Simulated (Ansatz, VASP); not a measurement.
# Two plane-wave programs on KTaO3

Contents of POSCAR:

```
KTaO3
1.0
    3.9883000000      0.0000000000      0.0000000000
    0.0000000000      3.9883000000      0.0000000000
    0.0000000000      0.0000000000      3.9883000000
Ta K O
1 1 3
Direct
    0.0000000000      0.0000000000      0.0000000000
    0.5000000000      0.5000000000      0.5000000000
    0.0000000000      0.0000000000      0.5000000000
    0.0000000000      0.5000000000      0.0000000000
    0.5000000000      0.0000000000      0.0000000000
```

Contents of INCAR.step1:

```
  ALGO = Normal
  EDIFF = 1E-4
  ENCUT = 520
  GGA = PE
  GGA_COMPAT = F
  ISMEAR = -1
  LASPH = T
  LCHARG = F
  LMAXMIX = 4
  LREAL = F
  LSORBIT = T
  LWAVE = T
  MAGMOM = 0 0 0 0 0 0 0 0 0 0 0 0 0 0 0
  NBANDS = 53
  NELM = 150
  PREC = Accurate
  SIGMA = 0.05
```

Contents of INCAR.step2:

```
  ALGO = Normal
  EDIFF = 1E-6
  ENCUT = 520
  GGA_COMPAT = F
  ISIF = 2
  ISMEAR = -1
  ISTART = 1
  LASPH = T
  LCHARG = F
  LMAXMIX = 4
  LMIXTAU = T
  LORBIT = 11
  LORBMOM = T
  LREAL = F
  LSORBIT = T
  LWAVE = F
  MAGMOM = 0 0 0 0 0 0 0 0 0 0 0 0 0 0 0
  METAGGA = R2SCAN
  NBANDS = 53
  NELM = 150
  PREC = Accurate
  SIGMA = 0.05
```

Contents of KPOINTS:

```
k-points
0
Gamma
  5 5 5
```

The input input.yaml:

```yaml
crystal:
  lattice:
    - [3.9883, 0.0, 0.0]
    - [0.0, 3.9883, 0.0]
    - [0.0, 0.0, 3.9883]
  atoms:
    - { symbol: Ta, position: [0.0, 0.0, 0.0] }
    - { symbol: K, position: [0.5, 0.5, 0.5] }
    - { symbol: O, position: [0.0, 0.0, 0.5] }
    - { symbol: O, position: [0.0, 0.5, 0.0] }
    - { symbol: O, position: [0.5, 0.0, 0.0] }
hamiltonian:
  xc: r2scan
  pseudopotentials: { kind: paw_fr }
magnetization:
  noncollinear: true
  spin_orbit: true
kpoints:
  mp_grid: { grid: [5, 5, 5] }
  band_path:
    path:
      - [[0.0, 0.0, 0.0], [0.0, 0.5, 0.0], [0.5, 0.5, 0.0], [0.0, 0.0, 0.0], [0.5, 0.5, 0.5], [0.0, 0.5, 0.0]]
      - [[0.5, 0.5, 0.0], [0.5, 0.5, 0.5]]
    npoints: 14
scf:
  occupations: { method: fermi_dirac, width: 0.05 }
  n_extra_bands: 12
output:
  forces: true
  stress: true
  eigenvalues: true
  fatbands: true
  write_density: true
  write_potential: true
  elf: true
  volumetric_format: npy
```

Alike in both runs: functional r2SCAN; k mesh 5 × 5 × 5; occupations fermi-dirac, width 0.05 eV; non-collinear spin, spin-orbit coupling.

|  | VASP | Ansatz |
| --- | --- | --- |
| version | VASP 6.6.1 | Ansatz 0.2.0 |
| potentials or method | VASP PAW PBE potentials, release 64 (Ta_pv, K_sv, O) | Ansatz PAW |
| plane-wave cutoff (eV) | 520 | 500 |
| valence electrons in the cell | 38 | 40 |
| task | single point | band structure |

Ansatz gave:

```
gap on the k mesh at the Fermi level (eV) : 2.60
least direct gap on the mesh (eV)         : 3.06
pressure (GPa)                            : 0.1
net moment per atom (μB)                  : 0.00
```

Estimate VASP's values.

gap on the k mesh at the Fermi level (eV): 2.54; least direct gap on the mesh (eV): 3.01; pressure (GPa): 1.4; net moment per atom (μB): 0.00.

With one functional, cell and mesh, what is left measures potentials, basis and numerics. The two sets of potentials don't hold the same shells in valence.

Caveats: the PAW data sets were made with another functional, which shifts forces and pressure a little (VASP); the k mesh misses the band edges, so the gap on the mesh is wider than the one along the path (Ansatz); the PAW data sets come from PBE, with cores solved anew for the run's functional, which leaves a small shift of forces and pressure (Ansatz).
